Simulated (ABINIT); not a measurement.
# MgB2 (P6/mmm) in ABINIT: further runs

The runs below take MgB2 through single point, with PBEsol, LDA, PBE.

Program: ABINIT 10.8.3 (patched build). These are calculated values, not measurements. Logs are shortened: lines on timing, memory, paths and dates and some standing lists are left out, and cuts for length are marked. The log counts tension as positive stress, the text compression.

### Step 1. Starting point

Symmetry: P6/mmm, No. 191, hexagonal system. Conventional cell: a = 3.085 Å, b = 3.085 Å, c = 3.523 Å, α = 90.00°, β = 90.00°, γ = 120.00°. Mg (site symmetry 6/mmm) has 12 B at 2.51 Å as nearest neighbours. B (site symmetry -6m2) is surrounded by 3 B at 1.78 Å.

### Step 2. Single point, PBEsol

Contents of run.abi:

```
# Pseudopotentials
pp_dirpath "./"
pseudos "Mg.upf, B.upf"

# Structure
acell 3.085 3.085 3.523 Angstrom
rprim
     1.0000000000     0.0000000000     0.0000000000
    -0.5000000000     0.8660254038     0.0000000000
     0.0000000000     0.0000000000     1.0000000000
ntypat 2
znucl 12 5
natom 3
typat 1 2 2
xred
     0.0000000000     0.0000000000     0.0000000000
     0.6666666667     0.3333333333     0.5000000000
     0.3333333333     0.6666666667     0.5000000000

# Plane-wave basis
ecut 38.0

# k points
kptopt 1
ngkpt 8 8 6
nshiftk 1
shiftk 0.0 0.0 0.0

# Exchange and correlation
ixc -116133

# Bands and occupations
nband 12
occopt 3
tsmear 0.00183747

# SCF cycle
nstep 100
tolvrs 1.0e-10

# Output
iomode 3
prtwf 0
prtden 0
prteig 0
prtebands 0
enunit 2
```

Potentials or basis: PseudoDojo NC SR PBEsol v0.4.1 standard.

Launch:

```
> abinit run.abi > log 2>&1
```

run.abo:

```text
.Version 10.8.3 of ABINIT
 Symmetries : space group P6/m m m (#191); Bravais hP (primitive hexag.)
================================================================================
 Values of the parameters that define the memory need of the present run
     intxc =       0    ionmov =       0      iscf =       7    lmnmax =       4
     lnmax =       4     mgfft =      40  mpssoang =       2    mqgrid =    3001
     natom =       3  nloc_mem =       1    nspden =       1   nspinor =       1
    nsppol =       1      nsym =      24    n1xccc =    2501    ntypat =       2
    occopt =       3   xclevel =       2
       mpw =        2204          nfft =       51840          nkpt =          40
================================================================================
================================================================================

--------------------------------------------------------------------------------
------------- Echo of variables that govern the present computation ------------
--------------------------------------------------------------------------------
 -outvars: echo values of preprocessed input variables --------
            acell      5.8298050984E+00  5.8298050984E+00  6.6575051416E+00 Bohr
              amu      2.43050000E+01  1.08110000E+01
             ecut      3.80000000E+01 Hartree
           enunit           2
              ixc     -116133
         kptrlatt        8    0    0      0    8    0      0    0    6
          kptrlen      3.99450308E+01
            natom           3
            nband          12
            ngfft          36      36      40
             nkpt          40
            nstep         100
             nsym          24
           ntypat           2
           occopt           3
           prtden           0
        prtebands           0
           prteig           0
            prtwf           0
            rprim      1.0000000000E+00  0.0000000000E+00  0.0000000000E+00
                      -5.0000000000E-01  8.6602540380E-01  0.0000000000E+00
                       0.0000000000E+00  0.0000000000E+00  1.0000000000E+00
          spgroup         191
           tolvrs      1.00000000E-10
           tsmear      1.83747000E-03 Hartree
            typat      1  2  2
           xangst      0.0000000000E+00  0.0000000000E+00  0.0000000000E+00
                       1.5425000000E+00  8.9056279024E-01  1.7615000000E+00
                      -7.9179547778E-18  1.7811255805E+00  1.7615000000E+00
            xcart      0.0000000000E+00  0.0000000000E+00  0.0000000000E+00
                       2.9149025492E+00  1.6829197715E+00  3.3287525708E+00
                      -1.4962766007E-17  3.3658395430E+00  3.3287525708E+00
             xred      0.0000000000E+00  0.0000000000E+00  0.0000000000E+00
                       6.6666666667E-01  3.3333333333E-01  5.0000000000E-01
                       3.3333333333E-01  6.6666666667E-01  5.0000000000E-01
            znucl       12.00000    5.00000

================================================================================

 chkinp: Checking input parameters for consistency.

================================================================================
== DATASET  1 ==================================================================

--- !DatasetInfo
iteration_state: {dtset: 1, }
dimensions: {natom: 3, nkpt: 40, mband: 12, nsppol: 1, nspinor: 1, nspden: 1, mpw: 2204, }
cutoff_energies: {ecut:  38.0, pawecutdg:  -1.0, }
electrons: {nelect:   1.60000000E+01, charge:   0.00000000E+00, occopt:   3.00000000E+00, tsmear:   1.83747000E-03, }
meta: {optdriver: 0, ionmov: 0, optcell: 0, iscf: 7, paral_kgb: 0, }
...

 Real(R)+Recip(G) space primitive vectors, cartesian coordinates (Bohr,Bohr^-1):
 R(1)=  5.8298051  0.0000000  0.0000000  G(1)=  0.1715323  0.0990342  0.0000000
 R(2)= -2.9149025  5.0487593  0.0000000  G(2)=  0.0000000  0.1980685  0.0000000
 R(3)=  0.0000000  0.0000000  6.6575051  G(3)=  0.0000000  0.0000000  0.1502064
 Unit cell volume ucvol=  1.9595223E+02 bohr^3
 Angles (23,13,12)=  9.00000000E+01  9.00000000E+01  1.20000000E+02 degrees

 getcut: wavevector=  0.0000  0.0000  0.0000  ngfft=  36  36  40
         ecut(hartree)=     38.000   => boxcut(ratio)=   2.16517

--- Pseudopotential description ------------------------------------------------
- pspini: atom type   1  psp file is ./Mg.upf
12 -116133 1 -1 1510                          pspcod,pspxc,lmax,lloc,mmax
     nproj     2     2

- pspini: atom type   2  psp file is ./B.upf
12 -116133 1 -1 1534                          pspcod,pspxc,lmax,lloc,mmax
     nproj     2     2

   2.49365731E+02                                ecore*ucvol(ha*bohr**3)
--------------------------------------------------------------------------------

================================================================================

--- !BeginCycle
iteration_state: {dtset: 1, }
solver: {iscf: 7, nstep: 100, nline: 4, wfoptalg: 0, }
tolerances: {tolvrs: 1.00E-10, }
...

     iter   Etot(hartree)      deltaE(h)  residm     vres2
 ETOT  1  -65.114389146070    -6.511E+01 1.197E-01 6.237E+02
 ETOT  2  -65.191726501528    -7.734E-02 2.282E-02 8.059E+00
 ETOT  3  -65.192535755979    -8.093E-04 1.395E-03 9.004E-01
 ETOT  4  -65.192607570575    -7.181E-05 1.690E-03 7.315E-02
 ETOT  5  -65.192615124760    -7.554E-06 5.644E-04 2.755E-03
 ETOT  6  -65.192615402424    -2.777E-07 6.719E-04 2.456E-05
 ETOT  7  -65.192615404920    -2.496E-09 4.161E-04 7.247E-07
 ETOT  8  -65.192615404998    -7.827E-11 2.792E-04 3.524E-09
 ETOT  9  -65.192615404997     1.307E-12 8.830E-05 3.107E-11

 At SCF step    9       vres2   =  3.11E-11 < tolvrs=  1.00E-10 =>converged.

 Cartesian components of stress tensor (hartree/bohr^3)
  sigma(1 1)=  1.01253759E-04  sigma(3 2)=  0.00000000E+00
  sigma(2 2)=  1.01253759E-04  sigma(3 1)=  0.00000000E+00
  sigma(3 3)=  1.33665752E-04  sigma(2 1)=  0.00000000E+00

--- !ResultsGS
iteration_state: {dtset: 1, }
comment   : Summary of ground state results
lattice_vectors:
- [  5.8298051,   0.0000000,   0.0000000, ]
- [ -2.9149025,   5.0487593,   0.0000000, ]
- [  0.0000000,   0.0000000,   6.6575051, ]
lattice_lengths: [   5.82981,    5.82981,    6.65751, ]
lattice_angles: [ 90.000,  90.000, 120.000, ] # degrees, (23, 13, 12)
lattice_volume:   1.9595223E+02
convergence: {deltae:  1.307E-12, res2:  3.107E-11, residm:  8.830E-05, diffor: null, }
etotal    :  -6.51926154E+01
entropy   :   0.00000000E+00
fermie    :   2.55727900E-01
cartesian_stress_tensor: # hartree/bohr^3
- [  1.01253759E-04,   0.00000000E+00,   0.00000000E+00, ]
- [  0.00000000E+00,   1.01253759E-04,   0.00000000E+00, ]
- [  0.00000000E+00,   0.00000000E+00,   1.33665752E-04, ]
pressure_GPa:  -3.2969E+00
xred      :
- [  0.0000E+00,   0.0000E+00,   0.0000E+00, Mg]
- [  6.6667E-01,   3.3333E-01,   5.0000E-01,  B]
- [  3.3333E-01,   6.6667E-01,   5.0000E-01,  B]
cartesian_forces: # hartree/bohr
- [ -1.53958562E-29,  -8.88880170E-30,  -0.00000000E+00, ]
- [ -6.15834247E-29,   1.77776034E-29,  -0.00000000E+00, ]
- [  7.69792808E-29,  -8.88880170E-30,  -0.00000000E+00, ]
force_length_stats: {min:   1.77776034E-29, max:   7.74907767E-29, mean:   5.31221469E-29, }
...

 Integrated electronic density in atomic spheres:
 ------------------------------------------------
 Atom  Sphere_radius  Integrated_density
    1        2.00000          8.36022608
    2        2.00000          2.63404616
    3        2.00000          2.63404616
================================================================================

 ----iterations are completed or convergence reached----

 Mean square residual over all n,k,spin=   55.832E-08; max=  88.296E-06
 reduced coordinates (array xred) for    3 atoms
       0.000000000000      0.000000000000      0.000000000000
       0.666666666667      0.333333333333      0.500000000000
       0.333333333333      0.666666666667      0.500000000000
 rms dE/dt=  2.3747E-28; max dE/dt=  2.6926E-28; dE/dt below (all hartree)
    1       0.000000000000      0.000000000000      0.000000000000
    2       0.000000000000     -0.000000000000      0.000000000000
    3      -0.000000000000      0.000000000000      0.000000000000

 cartesian coordinates (angstrom) at end:
    1      0.00000000000000     0.00000000000000     0.00000000000000
    2      1.54250000000000     0.89056279024100     1.76150000000000
    3     -0.00000000000000     1.78112558048200     1.76150000000000

 cartesian forces (hartree/bohr) at end:
    1     -0.00000000000000    -0.00000000000000    -0.00000000000000
    2     -0.00000000000000     0.00000000000000    -0.00000000000000
    3      0.00000000000000    -0.00000000000000    -0.00000000000000
 frms,max,avg= 3.4041519E-29 7.6979281E-29   0.000E+00  0.000E+00  0.000E+00 h/b

 cartesian forces (eV/Angstrom) at end:
    1     -0.00000000000000    -0.00000000000000    -0.00000000000000
    2     -0.00000000000000     0.00000000000000    -0.00000000000000
    3      0.00000000000000    -0.00000000000000    -0.00000000000000
 frms,max,avg= 1.7504853E-27 3.9584338E-27   0.000E+00  0.000E+00  0.000E+00 e/A
 length scales=  5.829805098426  5.829805098426  6.657505141573 bohr
              =  3.085000000000  3.085000000000  3.523000000000 angstroms
 Fermi (or HOMO) energy (hartree) =   0.25573   Average Vxc (hartree)=  -0.41195
 Eigenvalues (hartree) for nkpt=  40  k points:
 kpt#   1, nband= 12, wtk=  0.00260, kpt=  0.0000  0.0000  0.0000 (reduced coord)
  -2.49525   -1.28124   -1.28124   -1.28072   -0.20039    0.14766    0.26976    0.26976
   0.31587    0.48671    0.48671    0.55360
      occupation numbers for kpt#   1
   2.00000    2.00000    2.00000    2.00000    2.00000    2.00000    0.00097    0.00097
   0.00000    0.00000    0.00000    0.00000
 prteigrs : prtvol=0 or 1, do not print more k-points.

 Fermi (or HOMO) energy (eV) =   6.95871   Average Vxc (eV)= -11.20978
 Eigenvalues (   eV  ) for nkpt=  40  k points:
 kpt#   1, nband= 12, wtk=  0.00260, kpt=  0.0000  0.0000  0.0000 (reduced coord)
 -67.89919  -34.86429  -34.86429  -34.85030   -5.45293    4.01806    7.34044    7.34044
   8.59535   13.24393   13.24393   15.06411
 prteigrs : prtvol=0 or 1, do not print more k-points.

--- !EnergyTerms
iteration_state     : {dtset: 1, }
comment             : Components of total free energy in Hartree
kinetic             :  3.79935599332118E+01
hartree             :  2.03135498569138E+01
xc                  : -1.02695069116106E+01
Ewald energy        : -3.69279619835024E+01
psp_core            :  1.27258428688075E+00
local_psp           : -5.95281222038865E+01
non_local_psp       : -1.80463469995958E+01
internal            : -6.51922440215890E+01
'-kT*entropy'       : -3.71383408027278E-04
total_energy        : -6.51926154049970E+01
total_energy_eV     : -1.77398143817107E+03
band_energy         : -1.20768757471724E+01
...

 Cartesian components of stress tensor (hartree/bohr^3)
  sigma(1 1)=  1.01253759E-04  sigma(3 2)=  0.00000000E+00
  sigma(2 2)=  1.01253759E-04  sigma(3 1)=  0.00000000E+00
  sigma(3 3)=  1.33665752E-04  sigma(2 1)=  0.00000000E+00

-Cartesian components of stress tensor (GPa)         [Pressure= -3.2969E+00 GPa]
- sigma(1 1)=  2.97898844E+00  sigma(3 2)=  0.00000000E+00
- sigma(2 2)=  2.97898844E+00  sigma(3 1)=  0.00000000E+00
- sigma(3 3)=  3.93258219E+00  sigma(2 1)=  0.00000000E+00

== END DATASET(S) ==============================================================
================================================================================

 -outvars: echo values of variables after computation  --------
            acell      5.8298050984E+00  5.8298050984E+00  6.6575051416E+00 Bohr
           etotal     -6.5192615405E+01
            fcart     -1.5395856166E-29 -8.8888017017E-30 -0.0000000000E+00
                      -6.1583424664E-29  1.7777603403E-29 -0.0000000000E+00
                       7.6979280831E-29 -8.8888017017E-30 -0.0000000000E+00
            rprim      1.0000000000E+00  0.0000000000E+00  0.0000000000E+00
                      -5.0000000000E-01  8.6602540380E-01  0.0000000000E+00
                       0.0000000000E+00  0.0000000000E+00  1.0000000000E+00
           strten      1.0125375919E-04  1.0125375896E-04  1.3366575178E-04
                       0.0000000000E+00  0.0000000000E+00  0.0000000000E+00
           xangst      0.0000000000E+00  0.0000000000E+00  0.0000000000E+00
                       1.5425000000E+00  8.9056279024E-01  1.7615000000E+00
                      -7.9179547778E-18  1.7811255805E+00  1.7615000000E+00
             xred      0.0000000000E+00  0.0000000000E+00  0.0000000000E+00
                       6.6666666667E-01  3.3333333333E-01  5.0000000000E-01
                       3.3333333333E-01  6.6666666667E-01  5.0000000000E-01
 Calculation completed.
```

Run time: 28 s. Hardware: 1 thread of Arm Neoverse V1, shared host; peak memory 0.08 GiB.

What came out:

```yaml
Free_energy: -1773.9814 eV
Pressure: -3.3 GPa
Band_gap_on_the_k_mesh: none (metal or under the smearing width)
Valence_electrons_inside_the_program's_atomic_spheres: Mg 8.36; B 2.63
```

### Step 3. Single point, LDA

Contents of run.abi:

```
pp_dirpath "./"
pseudos "Mg.upf, B.upf"

acell 3*1.0 Angstrom
rprim
     3.0850000000     0.0000000000     0.0000000000
    -1.5425000000     2.6716883707     0.0000000000
     0.0000000000     0.0000000000     3.5230000000
ntypat 2
znucl 12 5
natom 3
typat 1 2 2
xred
     0.0000000000     0.0000000000     0.0000000000
     0.6666666667     0.3333333333     0.5000000000
     0.3333333333     0.6666666667     0.5000000000

ecut 40.0

kptopt 1
ngkpt 8 8 6
nshiftk 1
shiftk 0.0 0.0 0.0

ixc 7

nband 12
occopt 3
tsmear 0.00183747

nstep 100
tolvrs 1.0e-10

iomode 3
prtwf 0
prtden 0
prteig 0
prtebands 0
enunit 1
```

Potentials or basis: PseudoDojo NC SR LDA v0.4.1 standard.

Launch:

```
> abinit run.abi > log 2>&1
```

Run time: 24 s. Hardware: 1 thread of Intel Xeon Platinum 8375C at 2.90GHz (Ice Lake), shared host; peak memory 0.07 GiB.

The run converged. Its results:

* Free energy: -1774.4611 eV
* Pressure: -7.4 GPa
* Band gap on the k mesh: none (metal or under the smearing width)
* Valence electrons inside the program's atomic spheres: Mg 8.37; B 2.64

Stress tensor (GPa, compression positive):
```
-7.44  0.00  0.00
 0.00 -7.44  0.00
 0.00  0.00 -7.29
```

Levels at points of the mesh, in eV from the Fermi level:
| k point | band 4 | band 5 | band 6 | band 7 | band 8 | band 9 | band 10 | band 11 | band 12 |
| --- | --- | --- | --- | --- | --- | --- | --- | --- | --- |
| (0.00, 0.00, 0.00) | -41.97 | -12.30 | -2.92 | 0.36 | 0.36 | 1.66 | 6.28 | 6.28 | 8.20 |
| (0.50, 0.00, 0.00) | -41.96 | -8.39 | -7.77 | -2.17 | 0.23 | 3.06 | 3.94 | 5.31 | 6.98 |
| (0.00, 0.00, 0.50) | -41.98 | -10.98 | -7.42 | 0.73 | 0.73 | 6.65 | 6.65 | 7.88 | 9.86 |
| (0.50, 0.00, 0.50) | -41.97 | -7.41 | -6.84 | -3.54 | -1.88 | -1.32 | 5.77 | 8.59 | 8.83 |

### Step 4. Single point, LDA

Changes to run.abi since step 3:

```diff
@@ -17,3 +17,3 @@
 
-ecut 40.0
+ecut 1088.455450 eV
```

Launch:

```
> abinit run.abi > log 2>&1
```

It took 43 s on 1 thread of Intel Xeon Platinum 8259CL at 2.50GHz (Skylake/Cascade Lake), shared host; peak memory 0.08 GiB.

It converged, with:

* Free energy: -1774.4611 eV
* Pressure: -7.4 GPa
* Band gap on the k mesh: none (metal or under the smearing width)
* Valence electrons inside the program's atomic spheres: Mg 8.37; B 2.64

Stress tensor (GPa, compression positive):
```
-7.44  0.00  0.00
 0.00 -7.44  0.00
 0.00  0.00 -7.29
```

Levels at points of the mesh, in eV from the Fermi level:
```
           k point  band 4  band 5  band 6  band 7  band 8  band 9  band 10  band 11  band 12
(0.00, 0.00, 0.00)  -41.97  -12.30   -2.92    0.36    0.36    1.66     6.28     6.28     8.20
(0.50, 0.00, 0.00)  -41.96   -8.39   -7.77   -2.17    0.23    3.06     3.94     5.31     6.98
(0.00, 0.00, 0.50)  -41.98  -10.98   -7.42    0.73    0.73    6.65     6.65     7.88     9.86
(0.50, 0.00, 0.50)  -41.97   -7.41   -6.84   -3.54   -1.88   -1.32     5.77     8.59     8.83
```

### Step 5. Single point, PBE

Contents of run.abi:

```
# Pseudopotentials
pp_dirpath "./"
pseudos "Mg.upf, B.upf"

# Structure
acell 5.8298050945 5.8298050945 6.6575051371
rprim
     1.0000000000     0.0000000000     0.0000000000
    -0.5000000000     0.8660254038     0.0000000000
     0.0000000000     0.0000000000     1.0000000000
ntypat 2
znucl 12 5
natom 3
typat 1 2 2
xred
     0.0000000000     0.0000000000     0.0000000000
     0.6666666667     0.3333333333     0.5000000000
     0.3333333333     0.6666666667     0.5000000000

# Plane-wave basis
ecut 40.0

# k points
kptopt 1
ngkpt 8 8 6
nshiftk 1
shiftk 0.0 0.0 0.0

# Exchange and correlation
ixc 11

# Bands and occupations
nband 12
occopt 3
tsmear 0.05 eV

# SCF cycle
nstep 100
tolvrs 1.0e-10

# Output
iomode 3
prtwf 0
prteig 0
prtebands 0
enunit 2
prtden 1
prtvha 1
prtvclmb 1
prtpot 1
prtelf 1
```

Potentials or basis: PseudoDojo NC SR PBE v0.4.1 standard.

Launch:

```
> abinit run.abi > log 2>&1
```

run.abo:

```text
.Version 10.8.3 of ABINIT
 Symmetries : space group P6/m m m (#191); Bravais hP (primitive hexag.)
================================================================================
 Values of the parameters that define the memory need of the present run
     intxc =       0    ionmov =       0      iscf =       7    lmnmax =       4
     lnmax =       4     mgfft =      40  mpssoang =       2    mqgrid =    3001
     natom =       3  nloc_mem =       1    nspden =       1   nspinor =       1
    nsppol =       1      nsym =      24    n1xccc =    2501    ntypat =       2
    occopt =       3   xclevel =       2
       mpw =        2394          nfft =       51840          nkpt =          40
================================================================================
================================================================================

--------------------------------------------------------------------------------
------------- Echo of variables that govern the present computation ------------
[... 236 lines left out ...]
================================================================================

 -outvars: echo values of variables after computation  --------
            acell      5.8298050945E+00  5.8298050945E+00  6.6575051371E+00 Bohr
           etotal     -6.5291709471E+01
            fcart     -1.5395856176E-29 -8.8888017077E-30 -0.0000000000E+00
                       3.0791712353E-29  7.1110413662E-29 -0.0000000000E+00
                      -1.5395856176E-29 -6.2221611954E-29 -0.0000000000E+00
            rprim      1.0000000000E+00  0.0000000000E+00  0.0000000000E+00
                      -5.0000000000E-01  8.6602540380E-01  0.0000000000E+00
                       0.0000000000E+00  0.0000000000E+00  1.0000000000E+00
           strten      3.0843212874E-05  3.0843212633E-05  4.4150639586E-05
                       0.0000000000E+00  0.0000000000E+00  0.0000000000E+00
           xangst      0.0000000000E+00  0.0000000000E+00  0.0000000000E+00
                       1.5424999990E+00  8.9056278964E-01  1.7614999988E+00
                      -7.9179545087E-18  1.7811255793E+00  1.7614999988E+00
             xred      0.0000000000E+00  0.0000000000E+00  0.0000000000E+00
                       6.6666666667E-01  3.3333333333E-01  5.0000000000E-01
                       3.3333333333E-01  6.6666666667E-01  5.0000000000E-01
 Calculation completed.
```

It took 69 s on 1 thread of Intel Xeon at 2.50GHz (Skylake/Cascade Lake), shared host; peak memory 0.08 GiB.

What came out:

```
Free energy                                           : -1776.6779 eV
Pressure                                              : -1.0 GPa
Band gap on the k mesh                                : none (metal or under the smearing width)
Valence electrons inside the program's atomic spheres : Mg 8.36; B 2.65
```

Stress tensor (GPa, compression positive):
```
-0.91  0.00  0.00
 0.00 -0.91  0.00
 0.00  0.00 -1.30
```

### Step 6. Overview

```tsv
level	potentials or basis	cutoff (eV)	gap on the mesh (eV)	pressure (GPa)
PBEsol	PseudoDojo NC SR PBEsol v0.4.1 standard	1034	none	-3.3
LDA	PseudoDojo NC SR LDA v0.4.1 standard	1088	none	-7.4
PBE	PseudoDojo NC SR PBE v0.4.1 standard	1088	none	-1.0
```

Alike in all rows: task single point; no spin polarisation; cell as given; k mesh 8 × 8 × 6; smearing fermi-dirac 0.05 eV.

Absolute energies hang on the potentials; compare differences alone.
